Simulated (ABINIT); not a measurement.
SiC (Moissanite):

```
Si C
1.0
     3.07600    0.00000    0.00000
    -1.53800    2.66389    0.00000
     0.00000    0.00000    5.04800
Si C
2 2
Cartesian
  1.5380 0.8880 2.5240
  0.0000 1.7759 0.0000
  1.5380 0.8880 4.4675
  0.0000 1.7759 1.9435
```

```yaml
Program: ABINIT 10.8.3 (patched build)
Task: relaxation of cell and atoms
Functional: RPBE
Potentials_or_basis: JTH PAW PBE v2.0
Cutoff: 626 eV
k_mesh: 10 × 10 × 5
Occupations: fermi-dirac, width 0.05 eV
Spin: no spin polarisation
```

At the start: pressure 6.3 GPa; volume 10.34 Å³/atom.

Q: How do energy, volume and symmetry change on relaxing?

A: Over 7 steps the energy falls by 14.0 meV/atom and the volume is 10.63 Å³/atom (+2.8 %); space group P6_3mc (No. 186, to 0.05 Å).

Step by step:
```tsv
step	energy change (eV)	largest force (eV/Å)	pressure (GPa)	volume (Å³)
1	0.0000	0.7535	6.32	41.36
2	-0.0403	0.4606	1.84	42.17
3	-0.0522	0.1693	-0.57	42.65
4	-0.0545	0.0614	-0.67	42.67
5	-0.0560	0.0115	-0.24	42.58
6	-0.0560	0.0055	-0.03	42.54
7	-0.0559	0.0005	0.00	42.53
```

Final structure:
```
Si C
1.0
     3.10466    0.00000    0.00000
    -1.55233    2.68872    0.00000
     0.00000    0.00000    5.09487
Si C
2 2
Direct
  0.66667 0.33333 0.50454
  0.33333 0.66667 0.00454
  0.66667 0.33333 0.88046
  0.33333 0.66667 0.38046
```

Caveat: the PAW data sets were made with another functional, which shifts forces and pressure a little.
